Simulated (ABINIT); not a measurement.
# Se (P3_221) in ABINIT: reference runs

How does Se come out in PBE? The cell is run as given and disturbed.

Everything below comes from runs of ABINIT 10.8.3 (patched build). Logs are shortened: lines on timing, memory, paths and dates and some standing lists are left out, and cuts for length are marked. The log counts tension as positive stress, the text compression.

## Step 1: The crystal as given

It takes space group P3_221 (No. 154, trigonal). Conventional cell: a = 4.355 Å, b = 4.355 Å, c = 4.949 Å, α = 90.00°, β = 90.00°, γ = 120.00°. Se (site symmetry 2) is surrounded by 2 Se at 2.32 Å.

## Step 2: Single point, PBE

run.abi reads:

```
pp_dirpath "./"
pseudos "Se.GGA_PBE-JTH.xml"

acell 4.35517 4.35517 4.94945 Angstrom
rprim
     1.0000000000     0.0000000000     0.0000000000
    -0.5000000000     0.8660254038     0.0000000000
     0.0000000000     0.0000000000     1.0000000000
ntypat 1
znucl 34
natom 3
typat 1 1 1
xcart
     1.7050490550     2.9532315927     2.4747250000
    -0.4725359450     0.8184562651     4.1245416665
     0.9450718900     0.0000000000     0.8249083335 Angstrom

ecut 408.170794 eV
pawecutdg 30.0

kptopt 1
ngkpt 7 7 6
nshiftk 1
shiftk 0.0 0.0 0.0

ixc 11

nband 13
occopt 3
tsmear 0.00183747

nstep 100
tolvrs 1.0e-9

iomode 3
prtwf 0
prtden 0
prteig 0
prtebands 0
enunit 2
```

Potentials or basis: JTH PAW PBE v2.0.

Run with:

```bash
> abinit run.abi > log 2>&1
```

run.abo:

```text
.Version 10.8.3 of ABINIT
 Symmetries : space group P3_2 2 1 (#154); Bravais hP (primitive hexag.)
================================================================================
 Values of the parameters that define the memory need of the present run
     intxc =       0    ionmov =       0      iscf =      17    lmnmax =       8
     lnmax =       4     mgfft =      36  mpssoang =       2    mqgrid =    3001
     natom =       3  nloc_mem =       2    nspden =       1   nspinor =       1
    nsppol =       1      nsym =       6    n1xccc =       1    ntypat =       1
    occopt =       3   xclevel =       2
       mpw =        1542          nfft =       32400          nkpt =          40
 PAW method is used; the additional fine FFT grid is defined by:
   mgfftf=        48    nfftf =     97200
================================================================================
================================================================================

--------------------------------------------------------------------------------
------------- Echo of variables that govern the present computation ------------
--------------------------------------------------------------------------------
 -outvars: echo values of preprocessed input variables --------
            acell      8.2300785318E+00  8.2300785318E+00  9.3531049739E+00 Bohr
              amu      7.89600000E+01
             ecut      1.50000000E+01 Hartree
           enunit           2
              ixc          11
         kptrlatt        7    0    0      0    7    0      0    0    6
          kptrlen      5.61186298E+01
            natom           3
            nband          13
            ngfft          30      30      36
          ngfftdg          45      45      48
             nkpt          40
            nstep         100
             nsym           6
           ntypat           1
           occopt           3
        pawecutdg      3.00000000E+01 Hartree
         pawxcdev           0
           prtden           0
        prtebands           0
           prteig           0
            prtwf           0
            rprim      1.0000000000E+00  0.0000000000E+00  0.0000000000E+00
                      -5.0000000000E-01  8.6602540380E-01  0.0000000000E+00
                       0.0000000000E+00  0.0000000000E+00  1.0000000000E+00
          spgroup         154
           tolvrs      1.00000000E-09
           tsmear      1.83747000E-03 Hartree
            typat      1  1  1
           useylm           1
           xangst      1.7050490550E+00  2.9532315927E+00  2.4747250000E+00
                      -4.7253594499E-01  8.1845626512E-01  4.1245416667E+00
                       9.4507188999E-01 -2.2548949007E-11  8.2490833333E-01
            xcart      3.2220757452E+00  5.5807988966E+00  4.6765524869E+00
                      -8.9296352068E-01  1.5466581871E+00  7.7942541449E+00
                       1.7859270414E+00 -4.2611338050E-11  1.5588508290E+00
             xred      7.8300000000E-01  7.8300000000E-01  5.0000000000E-01
                      -2.9892902639E-12  2.1699999999E-01  8.3333333333E-01
                       2.1699999999E-01 -5.9784769727E-12  1.6666666667E-01
            znucl       34.00000

================================================================================

 chkinp: Checking input parameters for consistency.

================================================================================
== DATASET  1 ==================================================================

--- !DatasetInfo
iteration_state: {dtset: 1, }
dimensions: {natom: 3, nkpt: 40, mband: 13, nsppol: 1, nspinor: 1, nspden: 1, mpw: 1542, }
cutoff_energies: {ecut:  15.0, pawecutdg:  30.0, }
electrons: {nelect:   1.80000000E+01, charge:   0.00000000E+00, occopt:   3.00000000E+00, tsmear:   1.83747000E-03, }
meta: {optdriver: 0, ionmov: 0, optcell: 0, iscf: 17, paral_kgb: 0, }
...

 Exchange-correlation functional for the present dataset will be:
  GGA: Perdew-Burke-Ernzerhof functional - ixc=11
  J.P.Perdew, K.Burke, M.Ernzerhof, PRL 77, 3865 (1996)

 Real(R)+Recip(G) space primitive vectors, cartesian coordinates (Bohr,Bohr^-1):
 R(1)=  8.2300785  0.0000000  0.0000000  G(1)=  0.1215055  0.0701512  0.0000000
 R(2)= -4.1150393  7.1274571  0.0000000  G(2)=  0.0000000  0.1403025  0.0000000
 R(3)=  0.0000000  0.0000000  9.3531050  G(3)=  0.0000000  0.0000000  0.1069164
 Unit cell volume ucvol=  5.4864876E+02 bohr^3
 Angles (23,13,12)=  9.00000000E+01  9.00000000E+01  1.20000000E+02 degrees

 Coarse grid specifications (used for wave-functions):

 getcut: wavevector=  0.0000  0.0000  0.0000  ngfft=  30  30  36
         ecut(hartree)=     15.000   => boxcut(ratio)=   2.09232

 Fine grid specifications (used for densities):

 getcut: wavevector=  0.0000  0.0000  0.0000  ngfft=  45  45  48
         ecut(hartree)=     30.000   => boxcut(ratio)=   2.08142

[... 55 lines left out ...]
- [  0.00000000E+00,  -1.54508594E-04,   0.00000000E+00, ]
- [  0.00000000E+00,   0.00000000E+00,  -2.51553724E-04, ]
pressure_GPa:   5.4975E+00
xred      :
- [  7.8300E-01,   7.8300E-01,   5.0000E-01, Se]
- [ -2.9893E-12,   2.1700E-01,   8.3333E-01, Se]
- [  2.1700E-01,  -5.9785E-12,   1.6667E-01, Se]
cartesian_forces: # hartree/bohr
- [ -1.13972717E-02,  -1.97406536E-02,  -9.59626146E-29, ]
- [ -1.13972717E-02,   1.97406536E-02,   1.91925229E-28, ]
- [  2.27945434E-02,   3.73884230E-19,  -9.59626146E-29, ]
force_length_stats: {min:   2.27945434E-02, max:   2.27945434E-02, mean:   2.27945434E-02, }
...

 Integrated electronic density in atomic spheres:
 ------------------------------------------------
 Atom  Sphere_radius  Integrated_density
    1        2.21132          3.91095604
    2        2.21132          3.91095604
    3        2.21132          3.91095604

================================================================================

 ----iterations are completed or convergence reached----

 Mean square residual over all n,k,spin=   67.767E-11; max=  21.805E-08
 reduced coordinates (array xred) for    3 atoms
       0.783000000000      0.782999999997      0.500000000000
      -0.000000000003      0.216999999991      0.833333333333
       0.216999999994     -0.000000000006      0.166666666667
 rms dE/dt=  1.0831E-01; max dE/dt=  9.3800E-02; dE/dt below (all hartree)
    1       0.093800441000      0.093800441000      0.000000000000
    2       0.093800441000     -0.187600881999     -0.000000000000
    3      -0.187600881999      0.093800441000      0.000000000000

 cartesian coordinates (angstrom) at end:
    1      1.70504905500677     2.95323159269955     2.47472500000000
    2     -0.47253594499323     0.81845626512300     4.12454166666667
    3      0.94507188998646    -0.00000000002255     0.82490833333333

 cartesian forces (hartree/bohr) at end:
    1     -0.01139727168306    -0.01974065362237    -0.00000000000000
    2     -0.01139727168306     0.01974065362237     0.00000000000000
    3      0.02279454336612     0.00000000000000    -0.00000000000000
 frms,max,avg= 1.3160436E-02 2.2794543E-02   0.000E+00  0.000E+00  0.000E+00 h/b

 cartesian forces (eV/Angstrom) at end:
    1     -0.58607127392983    -1.01510522328484    -0.00000000000000
    2     -0.58607127392983     1.01510522328484     0.00000000000000
    3      1.17214254785966     0.00000000000000    -0.00000000000000
 frms,max,avg= 6.7673682E-01 1.1721425E+00   0.000E+00  0.000E+00  0.000E+00 e/A
 length scales=  8.230078531770  8.230078531770  9.353104973874 bohr
              =  4.355170000000  4.355170000000  4.949450000000 angstroms
 Fermi (or HOMO) energy (hartree) =   0.03066   Average Vxc (hartree)=  -0.33564
 Eigenvalues (hartree) for nkpt=  40  k points:
 kpt#   1, nband= 13, wtk=  0.00340, kpt=  0.0000  0.0000  0.0000 (reduced coord)
  -0.58479   -0.42669   -0.42669   -0.13822   -0.13822   -0.13037   -0.07146   -0.07146
  -0.00562    0.08478    0.08478    0.09857    0.23077
      occupation numbers for kpt#   1
   2.00000    2.00000    2.00000    2.00000    2.00000    2.00000    2.00000    2.00000
   2.00000    0.00000    0.00000    0.00000    0.00000
 prteigrs : prtvol=0 or 1, do not print more k-points.

 Fermi (or HOMO) energy (eV) =   0.83440   Average Vxc (eV)=  -9.13324
 Eigenvalues (   eV  ) for nkpt=  40  k points:
 kpt#   1, nband= 13, wtk=  0.00340, kpt=  0.0000  0.0000  0.0000 (reduced coord)
 -15.91307  -11.61080  -11.61080   -3.76122   -3.76122   -3.54759   -1.94455   -1.94455
  -0.15294    2.30703    2.30703    2.68223    6.27954
 prteigrs : prtvol=0 or 1, do not print more k-points.

--- !EnergyTerms
iteration_state     : {dtset: 1, }
comment             : Components of total free energy in Hartree
kinetic             :  1.02064186646656E+01
hartree             :  3.58121942632003E+00
xc                  : -1.89736877653301E+01
Ewald energy        : -2.55837631010119E+01
psp_core            :  3.07028908794182E+00
local_psp           : -1.13432690566306E+01
PAW spherical_terms :  1.03129844665645E+01
internal            : -2.87298082774807E+01
'-kT*entropy'       : -1.67330978536995E-08
total_energy        : -2.87298082942138E+01
total_energy_eV     : -7.81777910266840E+02
...

--- !EnergyTermsDC
iteration_state     : {dtset: 1, }
comment             : '"Double-counting" decomposition of free energy'
band_energy         : -4.11461169029882E+00
Ewald energy        : -2.55837631010119E+01
psp_core            :  3.07028908794182E+00
xc_dc               : -1.17844198676705E+01
PAW spherical_terms :  9.68269684807285E+00
internal            : -2.87298087229665E+01
'-kT*entropy'       : -1.67330978536995E-08
total_energy_dc     : -2.87298087396996E+01
total_energy_dc_eV  : -7.81777922389127E+02
...

--- !EnergyTermsWithPAWCore
iteration_state     : {dtset: 1, }
comment             : 'Components of total free energy, including PAW core contributions'
Total energy        : -7.29027079390845E+03
Total energy DC     : -7.29027079435393E+03
Total energy (eV)   : -1.98378374410837E+05
Total energy DC (eV): -1.98378374422960E+05
...

 Cartesian components of stress tensor (hartree/bohr^3)
  sigma(1 1)= -1.54508593E-04  sigma(3 2)=  0.00000000E+00
  sigma(2 2)= -1.54508594E-04  sigma(3 1)=  0.00000000E+00
  sigma(3 3)= -2.51553724E-04  sigma(2 1)=  0.00000000E+00

-Cartesian components of stress tensor (GPa)         [Pressure=  5.4975E+00 GPa]
- sigma(1 1)= -4.54579976E+00  sigma(3 2)=  0.00000000E+00
- sigma(2 2)= -4.54579977E+00  sigma(3 1)=  0.00000000E+00
- sigma(3 3)= -7.40096609E+00  sigma(2 1)=  0.00000000E+00

== END DATASET(S) ==============================================================
================================================================================

 -outvars: echo values of variables after computation  --------
            acell      8.2300785318E+00  8.2300785318E+00  9.3531049739E+00 Bohr
           etotal     -2.8729808740E+01
            fcart     -1.1397271683E-02 -1.9740653622E-02 -9.5962614578E-29
                      -1.1397271683E-02  1.9740653622E-02  1.9192522916E-28
                       2.2794543366E-02  3.7388423007E-19 -9.5962614578E-29
            rprim      1.0000000000E+00  0.0000000000E+00  0.0000000000E+00
                      -5.0000000000E-01  8.6602540380E-01  0.0000000000E+00
                       0.0000000000E+00  0.0000000000E+00  1.0000000000E+00
           strten     -1.5450859344E-04 -1.5450859363E-04 -2.5155372430E-04
                       0.0000000000E+00  0.0000000000E+00  0.0000000000E+00
           xangst      1.7050490550E+00  2.9532315927E+00  2.4747250000E+00
                      -4.7253594499E-01  8.1845626512E-01  4.1245416667E+00
                       9.4507188999E-01 -2.2548949007E-11  8.2490833333E-01
             xred      7.8300000000E-01  7.8300000000E-01  5.0000000000E-01
                      -2.9892902639E-12  2.1699999999E-01  8.3333333333E-01
                       2.1699999999E-01 -5.9784769727E-12  1.6666666667E-01
 Calculation completed.
```

Wall time 22 s (1 thread of Arm Neoverse V2, shared host); peak memory 0.11 GiB.

Results:

```yaml
Free_energy: -781.7779 eV
Pressure: 5.5 GPa
Largest_force: 1.172 eV/Å
Band_gap_on_the_k_mesh: 1.17 eV, indirect (least direct gap 1.40 eV)
```

Forces on the atoms (eV/Å):
```
Se  -0.586 -1.015  0.000
Se  -0.586  1.015  0.000
Se   1.172  0.000  0.000
```

Stress tensor (GPa, compression positive):
```
4.55 0.00 0.00
0.00 4.55 0.00
0.00 0.00 7.40
```

Caveat: an odd mesh through Γ misses points on the zone boundary, where band edges often lie; forces of over 1 eV/Å show positions far from the minimum, so gaps and moduli don't describe the material at rest; the atomic spheres overlap.

## Step 3: Single point, PBE (atoms moved at random, drawn with an rms of 0.05 Å)

run.abi reads:

```
# Pseudopotentials
pp_dirpath "./"
pseudos "Se.GGA_PBE-JTH.xml"

# Structure
acell 8.2300785262 8.2300785262 9.3531049675
rprim
     1.0000000000     0.0000000000     0.0000000000
    -0.5000000000     0.8660254038     0.0000000000
     0.0000000000     0.0000000000     1.0000000000
ntypat 1
znucl 34
natom 3
typat 1 1 1
xred
     0.7838740000     0.7904350000     0.4983540000
     0.0185930000     0.2215440000     0.8349010000
     0.2043500000    -0.0036450000     0.1720960000
chkprim 0
chksymtnons 0
tolsym 1.0e-6

# Plane-wave basis
ecut 15.0
pawecutdg 30.0

# k points
kptopt 1
ngkpt 7 7 6
nshiftk 1
shiftk 0.0 0.0 0.0

# Exchange and correlation
ixc 11

# Bands and occupations
nband 13
occopt 3
tsmear 0.00183747

# SCF cycle
nstep 100
tolvrs 1.0e-9

# Output
iomode 3
prtwf 0
prtden 0
prteig 0
prtebands 0
```

Potentials or basis: JTH PAW PBE v2.0.

Run with:

```bash
> abinit run.abi > log 2>&1
```

run.abo:

```text
.Version 10.8.3 of ABINIT
 Symmetries : space group P1 (#  1); Bravais aP (primitive triclinic)
================================================================================
 Values of the parameters that define the memory need of the present run
     intxc =       0    ionmov =       0      iscf =      17    lmnmax =       8
     lnmax =       4     mgfft =      36  mpssoang =       2    mqgrid =    3001
     natom =       3  nloc_mem =       2    nspden =       1   nspinor =       1
    nsppol =       1      nsym =       1    n1xccc =       1    ntypat =       1
    occopt =       3   xclevel =       2
       mpw =        1542          nfft =       32400          nkpt =         148
 PAW method is used; the additional fine FFT grid is defined by:
   mgfftf=        48    nfftf =     97200
================================================================================
================================================================================

[... 255 lines left out ...]
================================================================================

 -outvars: echo values of variables after computation  --------
            acell      8.2300785262E+00  8.2300785262E+00  9.3531049675E+00 Bohr
           etotal     -2.8724535909E+01
            fcart     -1.9815735559E-02 -2.6548529793E-02  9.6388385560E-03
                      -2.0278805902E-02  2.5878503124E-02 -5.1227689353E-03
                       4.0094541461E-02  6.7002666925E-04 -4.5160696207E-03
            rprim      1.0000000000E+00  0.0000000000E+00  0.0000000000E+00
                      -5.0000000000E-01  8.6602540380E-01  0.0000000000E+00
                       0.0000000000E+00  0.0000000000E+00  1.0000000000E+00
           strten     -2.3463815612E-04 -1.9723328254E-04 -3.5252748101E-04
                       4.6806991608E-05  1.7582585333E-05 -6.3932234710E-06
           xangst      1.6926651280E+00  2.9812740899E+00  2.4665782036E+00
                      -4.0145521516E-01  8.3559481422E-01  4.1323007516E+00
                       8.9791628622E-01 -1.3747802233E-02  8.5178054662E-01
             xred      7.8387400000E-01  7.9043500000E-01  4.9835400000E-01
                       1.8593000000E-02  2.2154400000E-01  8.3490100000E-01
                       2.0435000000E-01 -3.6450000000E-03  1.7209600000E-01
 Calculation completed.
```

Run time: 75 s. Hardware: 1 thread of Arm Neoverse V2, shared host; peak memory 0.17 GiB.

What came out:

```
Free energy            : -781.6344 eV
Pressure               : 7.7 GPa
Largest force          : 2.075 eV/Å
Band gap on the k mesh : 1.03 eV, indirect (least direct gap 1.19 eV)
```

Forces on the atoms (eV/Å):
```
Se  -1.019 -1.365  0.496
Se  -1.043  1.331 -0.263
Se   2.062  0.034 -0.232
```

Levels at points of the mesh, in eV from the valence-band top:
| k point | band 5 | band 6 | band 7 | band 8 | band 9 | band 10 | band 11 | band 12 | band 13 |
| --- | --- | --- | --- | --- | --- | --- | --- | --- | --- |
| (0.00, 0.00, 0.00) | -4.11 | -3.84 | -2.39 | -2.27 | -0.44 | 2.04 | 2.21 | 2.68 | 5.85 |
| (0.00, 0.00, 0.50) | -3.66 | -3.58 | -1.66 | -1.56 | -1.33 | 1.17 | 1.43 | 1.71 | 6.04 |

Caveat: an odd mesh through Γ misses points on the zone boundary, where band edges often lie; the atomic spheres overlap.
